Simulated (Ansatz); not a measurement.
A run of Ansatz 0.2.0:

Contents of input.yaml:

```yaml
crystal:
  lattice:
    - [3.5182, 0.0, 0.0]
    - [-1.7591, 3.0468505756, 0.0]
    - [0.0, 0.0, 13.9736]
  atoms:
    - { symbol: Te, position: [0.6666666667, 0.3333333333, 0.379] }
    - { symbol: Te, position: [0.3333333333, 0.6666666667, 0.879] }
    - { symbol: Te, position: [0.6666666667, 0.3333333333, 0.121] }
    - { symbol: Te, position: [0.3333333333, 0.6666666667, 0.621] }
    - { symbol: Mo, position: [0.6666666667, 0.3333333333, 0.75] }
    - { symbol: Mo, position: [0.3333333333, 0.6666666667, 0.25] }
hamiltonian:
  xc: pbesol
  pseudopotentials: { kind: paw }
kpoints:
  mp_grid: { grid: [9, 9, 2] }
  band_path:
    path:
      - [[0.0, 0.0, 0.0], [0.5, 0.0, 0.0], [0.3333333333, 0.3333333333, 0.0], [0.0, 0.0, 0.0], [0.0, 0.0, 0.5], [0.5, 0.0, 0.5], [0.3333333333, 0.3333333333, 0.5], [0.0, 0.0, 0.5]]
      - [[0.5, 0.0, 0.5], [0.5, 0.0, 0.0]]
      - [[0.3333333333, 0.3333333333, 0.0], [0.3333333333, 0.3333333333, 0.5]]
    npoints: 14
scf:
  occupations: { method: fermi_dirac, width: 0.05 }
  n_extra_bands: 15
output:
  forces: true
  stress: true
  eigenvalues: true
  fatbands: false
```

Potentials or basis: Ansatz PAW.

Run with:

```sh
$ ansatz run input.yaml --threads 2 --pin off --max-ram 5632MiB --backend cpu --events-out ev --progress --plain --runs-dir out
```

Hardware: 2 threads of Intel(R) Xeon(R) Processor @ 2.50GHz (Skylake/Cascade Lake) (shared host).

Question: Estimate the wall time of this run.

Answer: Wall time 27 s on 2 threads of Intel(R) Xeon(R) Processor @ 2.50GHz (Skylake/Cascade Lake), with other jobs on the host, peak memory 0.81 GiB. Counts: scf iterations 7, plane waves 2909, k points 24, bands 61.
